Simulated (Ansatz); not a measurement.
## Al5As: balancing the decomposition

The calculation used DFT PBE, scalar-relativistic, plane waves, PAW in Ansatz 0.2.0. Settings: cutoff 420 eV, Γ-centred meshes spaced at most about 0.3 Å⁻¹, and about 0.25 Å⁻¹ or finer for metals (2π included), Gaussian smearing. No spin polarisation.

Formation energies are uncorrected and refer to the elements' standard structures at the same level.

All energies are static (0 K, no zero-point motion). The reference form of As is held partly by dispersion forces, which this level lacks.

A trial structure of Al5As (reached from: random cell; relaxed: space group Cmmm (No. 65), a = 4.826 Å, b = 7.775 Å, c = 5.729 Å) has a formation energy of 0.200 eV/atom. At its composition the lowest mixture among the elements and 1 reference phase computed alike (others may be missing) consists of these:

```tsv
phase	source	ΔE_f (eV/atom)
Al (solid)	element	0.000
AlAs (F-43m)	COD	-0.487
```

Question: Write the balanced decomposition and find its energy per atom, per formula unit and per mole of formula units.

Answer: Balancing Al and As gives Al5As → 4 Al + AlAs. The left side holds 6 atoms, and the products take 4/6 (Al) and 2/6 (AlAs) of them. The mixture therefore lies at 4/6 × (0.000) + 2/6 × (-0.487) = -0.162 eV/atom. The reaction energy is -0.162 − (0.200) = -0.362 eV/atom. Times 6 atoms that is -2.172 eV per Al5As, and times 96.485 it is -210 kJ per mole of Al5As. Decomposition is downhill, so the trial structure is unstable against this mixture.
